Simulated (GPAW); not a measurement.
# Ru (P6_3/mmc) in GPAW: a series of runs, part 2 of 2

GPAW 26.7.0. The steps go on from the part before.

## Step 3: Relaxation of cell and atoms, rSCAN+D4

File run.py:

```python
from ase.calculators.mixing import SumCalculator
from ase.filters import FrechetCellFilter
from ase.io import read, write
from ase.optimize import BFGS
from dftd4.ase import DFTD4
from gpaw import GPAW, PW

atoms = read('POSCAR')

calc = GPAW(mode=PW(600),
            xc='MGGA_X_RSCAN+MGGA_C_RSCAN',
            kpts={'size': (8, 8, 5), 'gamma': True},
            occupations={'name': 'fermi-dirac', 'width': 0.05},
            nbands=29,
            convergence={'density': 1e-05, 'energy': 1e-05},
            maxiter=150,
            txt='gpaw.txt')
atoms.calc = SumCalculator([calc, DFTD4(method='rscan')])
opt = BFGS(FrechetCellFilter(atoms), trajectory='relax.traj', logfile='-')
done = opt.run(fmax=0.05, steps=40)
calc.write('gs.gpw')
write('result.traj', atoms)
print('Converged:', done)
print('Cell:', atoms.cell.cellpar().round(4))
print('Volume:', round(atoms.get_volume(), 4))
print(atoms.get_scaled_positions().round(5))
```

File POSCAR:

```
Ru
1.0
    2.7058000000      0.0000000000      0.0000000000
   -1.3529000000      2.3432915376      0.0000000000
    0.0000000000      0.0000000000      4.2819000000
Ru
2
Direct
    0.6666666667      0.3333333333      0.7500000000
    0.3333333333      0.6666666667      0.2500000000
```

Potentials or basis: GPAW PAW data sets (gpaw-data 1.2.1), pw.

The run is started by

```bash
> OMP_NUM_THREADS=1 python run.py
```

gpaw.txt:

```text
__  _  _
 | _ |_)|_||  |
 |__||  | ||/\| - 26.7.0

Input parameters:
  mode=PW(ecut=600.0),
  convergence={'density': 1e-05, 'energy': 1e-05},
  kpts=MonkhorstPack(size=(8, 8, 5), gamma=True),
  maxiter=150,
  nbands=29,
  occupations=Occupations(name='fermi-dirac', width=0.05),
  xc=XC(name='MGGA_X_RSCAN+MGGA_C_RSCAN')

Diagonalizing LCAO Hamiltonian
Converting LCAO to pw mode

          Ru

        Ru

Atoms  # Å, Bohr magnetons
|   | symbol |         x |        y |        z |    initial magnetic moments |
|---|--------|-----------|----------|----------|-----------------------------|
| 0 |     Ru |  1.352900 | 0.781097 | 3.211425 | ( 0.0000,  0.0000,  0.0000) |
| 1 |     Ru | -0.000000 | 1.562194 | 1.070475 | ( 0.0000,  0.0000,  0.0000) |

Unit cell  # Å
| periodic |         x |        y |        z |  lengths |     angles |
|----------|-----------|----------|----------|----------|------------|
|      yes |  2.705800 | 0.000000 | 0.000000 | 2.705800 |  90.000000 |
|      yes | -1.352900 | 2.343292 | 0.000000 | 2.705800 |  90.000000 |
|      yes |  0.000000 | 0.000000 | 4.281900 | 4.281900 | 120.000000 |

Number of symmetries: 12
Symmetry operations  # r_c * U_cc + t_c -> r_c
|    | kind |            matrix            |
|----|------|------------------------------|
|  0 |  σ   |  1, 1, 0,  0,-1, 0,  0, 0, 1 |
|  1 |  S6  |  1, 1, 0, -1, 0, 0,  0, 0,-1 |
|  2 |  E   |  1, 0, 0,  0, 1, 0,  0, 0, 1 |
|  3 |  C2  |  1, 0, 0, -1,-1, 0,  0, 0,-1 |
|  4 |  C2  |  0, 1, 0,  1, 0, 0,  0, 0,-1 |
|  5 |  C3  |  0, 1, 0, -1,-1, 0,  0, 0, 1 |
|  6 |  S6  |  0,-1, 0,  1, 1, 0,  0, 0,-1 |
|  7 |  σ   |  0,-1, 0, -1, 0, 0,  0, 0, 1 |
|  8 |  σ   | -1, 0, 0,  1, 1, 0,  0, 0, 1 |
|  9 |  i   | -1, 0, 0,  0,-1, 0,  0, 0,-1 |
| 10 |  C3  | -1,-1, 0,  1, 0, 0,  0, 0, 1 |
| 11 |  C2  | -1,-1, 0,  0, 1, 0,  0, 0,-1 |
[... 145 lines left out ...]
|          9 |         6.858 |     2.000 |
|         10 |        10.548 |     2.000 |
|         11 |        10.548 |     2.000 |
|         12 |        10.716 |     2.000 |
|         13 |        11.240 |     2.000 |
|         14 |        11.240 |     2.000 |
[... 8 lines left out ...]
|         23 |        32.664 |     0.000 |
|         24 |        37.673 |     0.000 |
|        ... |               |           |
|         28 |        39.483 |     0.000 |

No gap
No difference between direct/indirect transitions

Stress tensor  # eV/Ang^3
|         x |        y |        z |
|-----------|----------|----------|
|  0.014405 | 0.000000 | 0.000000 |
| -0.000000 | 0.014405 | 0.000000 |
|  0.000000 | 0.000000 | 0.024484 |

Forces  # eV/Ang
|        x |        y |        z |
|----------|----------|----------|
| -0.00000 | -0.00000 | -0.00011 |  # Ru   0
|  0.00000 |  0.00000 |  0.00011 |  # Ru   1

Interpolating wave functions to new cell

          Ru

        Ru

Atoms  # Å, Bohr magnetons
|   | symbol |         x |        y |        z |    initial magnetic moments |
|---|--------|-----------|----------|----------|-----------------------------|
| 0 |     Ru |  1.349133 | 0.778922 | 3.199363 | ( 0.0000,  0.0000,  0.0000) |
| 1 |     Ru | -0.000000 | 1.557844 | 1.066456 | ( 0.0000,  0.0000,  0.0000) |

Unit cell  # Å
| periodic |         x |         y |         z |  lengths |     angles |
|----------|-----------|-----------|-----------|----------|------------|
|      yes |  2.698265 |  0.000000 | -0.000000 | 2.698265 |  90.000000 |
|      yes | -1.349133 |  2.336766 | -0.000000 | 2.698265 |  90.000000 |
|      yes | -0.000000 | -0.000000 |  4.265819 | 4.265819 | 120.000000 |

Number of symmetries: 12
Symmetry operations  # r_c * U_cc + t_c -> r_c
|    | kind |            matrix            |
|----|------|------------------------------|
|  0 |  σ   |  1, 1, 0,  0,-1, 0,  0, 0, 1 |
|  1 |  S6  |  1, 1, 0, -1, 0, 0,  0, 0,-1 |
|  2 |  E   |  1, 0, 0,  0, 1, 0,  0, 0, 1 |
|  3 |  C2  |  1, 0, 0, -1,-1, 0,  0, 0,-1 |
|  4 |  C2  |  0, 1, 0,  1, 0, 0,  0, 0,-1 |
|  5 |  C3  |  0, 1, 0, -1,-1, 0,  0, 0, 1 |
|  6 |  S6  |  0,-1, 0,  1, 1, 0,  0, 0,-1 |
|  7 |  σ   |  0,-1, 0, -1, 0, 0,  0, 0, 1 |
|  8 |  σ   | -1, 0, 0,  1, 1, 0,  0, 0, 1 |
|  9 |  i   | -1, 0, 0,  0,-1, 0,  0, 0,-1 |
| 10 |  C3  | -1,-1, 0,  1, 0, 0,  0, 0, 1 |
| 11 |  C2  | -1,-1, 0,  0, 1, 0,  0, 0,-1 |
[... 148 lines left out ...]
|          9 |         6.958 |     2.000 |
|         10 |        10.685 |     2.000 |
|         11 |        10.685 |     2.000 |
|         12 |        10.866 |     2.000 |
|         13 |        11.389 |     2.000 |
|         14 |        11.389 |     2.000 |
[... 8 lines left out ...]
|         23 |        32.883 |     0.000 |
|         24 |        37.993 |     0.000 |
|        ... |               |           |
|         28 |        39.742 |     0.000 |

No gap
No difference between direct/indirect transitions

Stress tensor  # eV/Ang^3
|         x |         y |         z |
|-----------|-----------|-----------|
| -0.003387 |  0.000000 |  0.000000 |
|  0.000000 | -0.003387 | -0.000000 |
|  0.000000 | -0.000000 |  0.002604 |

Forces  # eV/Ang
|       x |        y |        z |
|---------|----------|----------|
| 0.00000 |  0.00000 | -0.00004 |  # Ru   0
| 0.00000 | -0.00000 |  0.00004 |  # Ru   1

Interpolating wave functions to new cell

          Ru

        Ru

Atoms  # Å, Bohr magnetons
|   | symbol |         x |        y |        z |    initial magnetic moments |
|---|--------|-----------|----------|----------|-----------------------------|
| 0 |     Ru |  1.346666 | 0.777498 | 3.190406 | ( 0.0000,  0.0000,  0.0000) |
| 1 |     Ru | -0.000000 | 1.554996 | 1.063472 | ( 0.0000,  0.0000,  0.0000) |

Unit cell  # Å
| periodic |         x |         y |         z |  lengths |     angles |
|----------|-----------|-----------|-----------|----------|------------|
|      yes |  2.693332 |  0.000000 | -0.000000 | 2.693332 |  90.000000 |
|      yes | -1.346666 |  2.332494 |  0.000000 | 2.693332 |  90.000000 |
|      yes | -0.000000 | -0.000000 |  4.253878 | 4.253878 | 120.000000 |

Number of symmetries: 12
Symmetry operations  # r_c * U_cc + t_c -> r_c
|    | kind |            matrix            |
|----|------|------------------------------|
|  0 |  σ   |  1, 1, 0,  0,-1, 0,  0, 0, 1 |
|  1 |  S6  |  1, 1, 0, -1, 0, 0,  0, 0,-1 |
|  2 |  E   |  1, 0, 0,  0, 1, 0,  0, 0, 1 |
|  3 |  C2  |  1, 0, 0, -1,-1, 0,  0, 0,-1 |
|  4 |  C2  |  0, 1, 0,  1, 0, 0,  0, 0,-1 |
|  5 |  C3  |  0, 1, 0, -1,-1, 0,  0, 0, 1 |
|  6 |  S6  |  0,-1, 0,  1, 1, 0,  0, 0,-1 |
|  7 |  σ   |  0,-1, 0, -1, 0, 0,  0, 0, 1 |
|  8 |  σ   | -1, 0, 0,  1, 1, 0,  0, 0, 1 |
|  9 |  i   | -1, 0, 0,  0,-1, 0,  0, 0,-1 |
| 10 |  C3  | -1,-1, 0,  1, 0, 0,  0, 0, 1 |
| 11 |  C2  | -1,-1, 0,  0, 1, 0,  0, 0,-1 |
[... 154 lines left out ...]
|          9 |         7.028 |     2.000 |
|         10 |        10.779 |     2.000 |
|         11 |        10.779 |     2.000 |
|         12 |        10.974 |     2.000 |
|         13 |        11.494 |     2.000 |
|         14 |        11.494 |     2.000 |
[... 8 lines left out ...]
|         23 |        33.037 |     0.000 |
|         24 |        38.213 |     0.000 |
|        ... |               |           |
|         28 |        39.922 |     0.000 |

No gap
No difference between direct/indirect transitions

Stress tensor  # eV/Ang^3
|         x |         y |         z |
|-----------|-----------|-----------|
| -0.015843 |  0.000000 |  0.000000 |
|  0.000000 | -0.015843 |  0.000000 |
|  0.000000 |  0.000000 | -0.013816 |

Forces  # eV/Ang
|        x |        y |        z |
|----------|----------|----------|
| -0.00000 |  0.00000 |  0.00001 |  # Ru   0
|  0.00000 | -0.00000 | -0.00001 |  # Ru   1

# Writing to gs.gpw (mode='')
```

Wall time 2.5 min (1 thread of Arm Neoverse V2, shared host); peak memory 0.46 GiB.

What came out:

```
Free energy                            : -74.1086 eV
Relaxed volume                         : 13.36 Å³/atom
Relaxed cell                           : a = 2.693 Å, b = 2.693 Å, c = 4.254 Å, α = 90.00°, β = 90.00°, γ = 120.00°
Space group after relaxing (to 0.05 Å) : P6_3/mmc (No. 194)
Energy gained by relaxing              : 3.2 meV/atom
Ionic steps                            : 3
Pressure after relaxing                : 0.1 GPa
Band gap on the k mesh                 : none (metal or under the smearing width)
Dispersion energy per atom             : -0.225 eV
```

The path:
```tsv
step	energy change (eV)	largest force (eV/Å)	pressure (GPa)	volume (Å³)
1	0.0000	0.0001	-5.14	27.15
2	-0.0055	0.0000	-2.11	26.90
3	-0.0065	0.0000	0.07	26.72
```

Final structure:
```
Ru
1.0
     2.69333    0.00000    0.00000
    -1.34667    2.33249    0.00000
     0.00000    0.00000    4.25388
Ru
2
Direct
  0.66667 0.33333 0.75000
  0.33333 0.66667 0.25000
```

Levels at points of the mesh, in eV from the Fermi level:
```tsv
k point	band 14	band 15	band 16	band 17	band 18	band 19
(0.00, 0.00, 0.00)	-2.03	-2.03	-1.51	-1.51	1.24	1.24
(0.50, 0.50, 0.00)	-1.83	-1.59	1.48	1.93	2.01	4.33
```

Caveat: later steps reuse the first step's grids; the PAW data sets were made with another functional, which shifts forces and pressure a little; pairwise dispersion overbinds metals, which lowers pressure and volume.

## Step 4: Relaxation of cell and atoms, revPBE+D3

File run.py:

```python
from ase.calculators.mixing import SumCalculator
from ase.filters import FrechetCellFilter
from ase.io import read, write
from ase.optimize import FIRE
from dftd3.ase import DFTD3
from gpaw import GPAW, PW

atoms = read('Ru.xyz')

calc = GPAW(mode=PW(600),
            xc='revPBE',
            kpts={'size': (8, 8, 5), 'gamma': True},
            occupations={'name': 'fermi-dirac', 'width': 0.05},
            nbands=29,
            convergence={'density': 1e-05, 'energy': 1e-05},
            maxiter=150,
            txt='gpaw.txt')
atoms.calc = SumCalculator([calc, DFTD3(method='revpbe', damping='d3zero')])
opt = FIRE(FrechetCellFilter(atoms), trajectory='relax.traj', logfile='-')
done = opt.run(fmax=0.05, steps=100)
calc.write('gs.gpw')
write('result.traj', atoms)
print('Converged:', done)
print('Cell:', atoms.cell.cellpar().round(4))
print('Volume:', round(atoms.get_volume(), 4))
print(atoms.get_scaled_positions().round(5))
```

File Ru.xyz:

```xyz
2
Lattice="2.7058000000 0.0000000000 0.0000000000 -1.3529000000 2.3432915376 0.0000000000 0.0000000000 0.0000000000 4.2819000000" Properties=species:S:1:pos:R:3 pbc="T T T"
Ru     1.3529000001      0.7810971791      3.2114250000
Ru    -0.0000000001      1.5621943585      1.0704750000
```

Potentials or basis: the program's PAW data sets (release 1.2.1) made for this functional, pw.

The run is started by

```bash
> OMP_NUM_THREADS=1 python run.py
```

Wall time 36 s (1 thread of Arm Neoverse V2, shared host); peak memory 0.18 GiB.

It converged, with:

| Quantity | Value |
| --- | --- |
| Free energy | -19.7680 eV |
| Relaxed volume | 13.24 Å³/atom |
| Relaxed cell | a = 2.684 Å, b = 2.684 Å, c = 4.242 Å, α = 90.00°, β = 90.00°, γ = 120.00° |
| Space group after relaxing (to 0.05 Å) | P6_3/mmc (No. 194) |
| Energy gained by relaxing | 7.4 meV/atom |
| Ionic steps | 3 |
| Pressure after relaxing | 0.4 GPa |
| Band gap on the k mesh | none (metal or under the smearing width) |
| Dispersion energy per atom | -0.944 eV |

The path:
```csv
step,energy change (eV),largest force (eV/Å),pressure (GPa),volume (Å³)
1,0.0000,0.0001,-7.64,27.15
2,-0.0097,0.0001,-4.69,26.89
3,-0.0149,0.0000,0.36,26.47
```

Final structure:
```yaml
crystal:
  lattice:
    - [2.68418, 0.00000, 0.00000]
    - [-1.34209, 2.32457, 0.00000]
    - [0.00000, 0.00000, 4.24238]
  atoms:
    - { symbol: Ru, position: [0.66667, 0.33333, 0.75000] }
    - { symbol: Ru, position: [0.33333, 0.66667, 0.25000] }
```

Levels at points of the mesh, in eV from the Fermi level:
| k point | band 13 | band 14 | band 15 | band 16 | band 17 | band 18 | band 19 | band 20 |
| --- | --- | --- | --- | --- | --- | --- | --- | --- |
| (0.00, 0.00, 0.00) | -2.48 | -1.97 | -1.97 | -1.45 | -1.45 | 1.21 | 1.21 | 1.38 |
| (0.50, 0.50, 0.00) | -2.12 | -1.81 | -1.55 | 1.47 | 1.91 | 1.98 | 4.21 | 6.35 |

Caveat: later steps reuse the first step's grids; pairwise dispersion overbinds metals, which lowers pressure and volume.

## Step 5: The runs side by side

| task | level | potentials or basis | cell | k mesh | cutoff (eV) | maxiter | data set | optimizer | fmax | max steps | gap on the mesh (eV) | pressure (GPa) | relaxed volume (Å³/atom) |
| --- | --- | --- | --- | --- | --- | --- | --- | --- | --- | --- | --- | --- | --- |
| single point | r2SCAN | GPAW PAW data sets (gpaw-data 1.2.1), other valence, pw | as given | 9 × 9 × 5 | 450 | 80 | Ru 8 | - | - | - | none | 3.1 | - |
| relaxation of cell and atoms | rSCAN+D4 | GPAW PAW data sets (gpaw-data 1.2.1), pw | relaxed | 8 × 8 × 5 | 600 | 150 | - | BFGS | 0.05 eV/Å | 40 | none | 0.1 | 13.36 |
| relaxation of cell and atoms | revPBE+D3 | the program's PAW data sets (release 1.2.1) made for this functional, pw | relaxed | 8 × 8 × 5 | 600 | 150 | - | FIRE | 0.05 eV/Å | 100 | none | 0.4 | 13.24 |

Alike in all rows: no spin polarisation; smearing fermi-dirac 0.05 eV.

Caveats: the PAW data sets were made with another functional, which shifts forces and pressure a little (some runs); later steps reuse the first step's grids (some runs); pairwise dispersion overbinds metals, which lowers pressure and volume (some runs); the cutoff is short for stress and forces, so pressures can be off by a GPa or more (some runs).

Total energies depend on the potentials used, so only differences within one code and one set of settings carry meaning.
